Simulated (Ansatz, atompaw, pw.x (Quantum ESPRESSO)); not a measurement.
tellurium: does the PAW (atompaw) potential hold in the solid?

* Element: Te
* Generator: atompaw 4.2.0.5
* Type: PAW
* Functional: PBE
* Relativity: scalar-relativistic
* Frozen core: [Kr] 4d10
* Valence charge: 6
* Reference configuration: 5s2 5p4
* Partial waves: 5s (bound): rc 1.55 bohr; 5s channel at 0.9 Ry: rc 2.10 bohr; 5p (bound): rc 2.10 bohr; 5p channel at 1.45 Ry: rc 2.10 bohr; 5d channel at 0.3 Ry: rc 2.10 bohr; 5d channel at 2.95 Ry: rc 2.10 bohr
* Local potential: bessel scheme, radius 1.70 bohr
* Core correction: smooth core density matched at 1.10 bohr
* Augmentation charge: sinc compensation charge, radius 2.05 bohr; PAW radius 2.10 bohr; waves and projectors: custom rrkj gramschmidtortho

Atomic tests: cutoffs needed: 18 Ry and 35 Ry (the cutoffs (Ry, on a coarse ladder) from which the occupation-weighted sum of valence levels, in a spherical-Bessel basis at the reference potential, stays within 10 and 1 mRy of its value at 400 Ry); ghost test: no extra level below or beside the all-electron valence levels (s, p, d, f tested) (spherical-Bessel basis up to 400 Ry, 20 bohr box); lowest eigenvalue of the overlap operator: 0.02 (s channel).

Crystal test: fcc Te in pw.x 7.5, no spin, 12³ k-points, Fermi–Dirac smearing 0.01 Ry, cutoffs 45/450 Ry. The reference is all-electron LAPW (Ansatz 0.2.0) with the same functional, mesh and smearing; V0 and B0 come from Birch–Murnaghan fits to the pressures at five volumes. Errors are pseudo minus all-electron; Δ is the rms difference of the E(V) curves that follow from these fits, minima aligned, over ±6 % about the mean V0. Mesh and smearing are coarse, so the numbers serve the comparison and aren't converged zero-temperature values; the lattice is a test structure that the element need not adopt.

| V (Å³/atom) | P all-electron (GPa) | P pseudo (GPa) |
| --- | --- | --- |
| 26.941 | 3.24 | 3.16 |
| 27.650 | 1.57 | 1.49 |
| 28.359 | 0.13 | 0.05 |
| 29.068 | -1.12 | -1.20 |
| 29.777 | -2.19 | -2.26 |

All-electron: a0 = 4.845 Å (V0 = 28.43 Å³/atom), B0 = 52.9 GPa.

Pseudopotential: mean pressure error (GPa): -0.08; a0 (Å): 4.842; a0 error (%): -0.05; B0 error (%): +0.6; Δ (meV/atom): 0.5. The logarithmic derivative shows an extra or strongly shifted pseudo pole above the reference energy (d near 0.78 Ry).

Task: At the middle volume, how do free energy and pressure move when the wave cutoff is lowered (ecutrho held at 450 Ry)?

Result:

```tsv
cutoff (Ry)	shift of F (meV/atom)	shift of P (GPa)
20	+35.4	-0.10
27	+20.3	-0.24
36	+1.9	-0.08
```

Input at the middle volume:

```
&control
  calculation='scf', prefix='x', pseudo_dir='./', outdir='./tmp', tstress=.true., disk_io='none'
/
&system
  ibrav=0, nat=1, ntyp=1, ecutwfc=45, ecutrho=450, nbnd=10,
  occupations='smearing', smearing='fd', degauss=0.01
/
&electrons
  conv_thr=1e-09, mixing_beta=0.4, electron_maxstep=70
/
ATOMIC_SPECIES
Te 1.0 Te.UPF
CELL_PARAMETERS angstrom
  0.00000000 2.42039904 2.42039904
  2.42039904 0.00000000 2.42039904
  2.42039904 2.42039904 0.00000000
ATOMIC_POSITIONS crystal
Te 0.0000 0.0000 0.0000
K_POINTS automatic
12 12 12 0 0 0
```

```bash
pw.x < Te.scf.in > Te.scf.out
```

Lines of the output:

```
Message from routine setup:
     using ibrav=0 with symmetry is DISCOURAGED, use correct ibrav instead
     lattice parameter (alat)  =       6.4685  a.u.
     unit-cell volume          =     191.3760 (a.u.)^3
     number of electrons       =         6.00
     number of Kohn-Sham states=           10
     kinetic-energy cutoff     =      45.0000  Ry
     charge density cutoff     =     450.0000  Ry
     scf convergence threshold =      1.0E-09
     Exchange-correlation= SLA PW PBX PBC
     number of k points=    72  Fermi-Dirac smearing, width (Ry)=  0.0100
     negative rho (up, down):  9.519E-03 0.000E+00
     iteration #  1     ecut=    45.00 Ry     beta= 0.40
     c_bands:  1 eigenvalues not converged
     c_bands:  1 eigenvalues not converged
     negative rho (up, down):  8.463E-03 0.000E+00
     total energy              =    -362.58006382 Ry
     estimated scf accuracy    <       0.00212402 Ry
     iteration #  2     ecut=    45.00 Ry     beta= 0.40
     negative rho (up, down):  7.589E-03 0.000E+00
     total energy              =    -362.57958447 Ry
     estimated scf accuracy    <       0.00044865 Ry
     iteration #  3     ecut=    45.00 Ry     beta= 0.40
     c_bands:  2 eigenvalues not converged
     c_bands:  1 eigenvalues not converged
     c_bands:  1 eigenvalues not converged
     c_bands:  1 eigenvalues not converged
     negative rho (up, down):  8.216E-03 0.000E+00
     total energy              =    -362.57971970 Ry
     estimated scf accuracy    <       0.00000758 Ry
     iteration #  4     ecut=    45.00 Ry     beta= 0.40
     c_bands:  1 eigenvalues not converged
     c_bands:  1 eigenvalues not converged
     [... 2 repeated lines left out ...]
     negative rho (up, down):  9.966E-03 0.000E+00
     total energy              =    -362.57976081 Ry
     estimated scf accuracy    <       0.00000274 Ry
     iteration #  5     ecut=    45.00 Ry     beta= 0.40
     negative rho (up, down):  9.494E-03 0.000E+00
     total energy              =    -362.57976113 Ry
     estimated scf accuracy    <       0.00000050 Ry
     iteration #  6     ecut=    45.00 Ry     beta= 0.40
     negative rho (up, down):  9.609E-03 0.000E+00
     total energy              =    -362.57976127 Ry
     estimated scf accuracy    <       0.00000001 Ry
     iteration #  7     ecut=    45.00 Ry     beta= 0.40
     [... 2 repeated lines left out ...]
     negative rho (up, down):  9.602E-03 0.000E+00
     the Fermi energy is     7.9759 ev
!    total energy              =    -362.57976129 Ry
     estimated scf accuracy    <          1.8E-10 Ry
     smearing contrib. (-TS)   =      -0.00432431 Ry
     The total energy is F=E-TS. E is the sum of the following terms:
     one-electron contribution =       6.22220536 Ry
     hartree contribution      =       0.45224894 Ry
     xc contribution           =     -43.27844571 Ry
     ewald contribution        =     -18.04317417 Ry
     one-center paw contrib.   =    -307.92827140 Ry
     convergence has been achieved in   7 iterations
     negative rho (up, down):  9.602E-03 0.000E+00
          total   stress  (Ry/bohr**3)                   (kbar)     P=        0.53
     Message from routine punch:
     Nothing written, as per user request (disk_io='none')
```

The run at the middle volume (72 k-points, 7 iterations) took about 20 s on one core of a shared host (Intel(R) Xeon(R) Platinum 8259CL CPU @ 2.50GHz, 96 threads, 755 GiB, load 34).
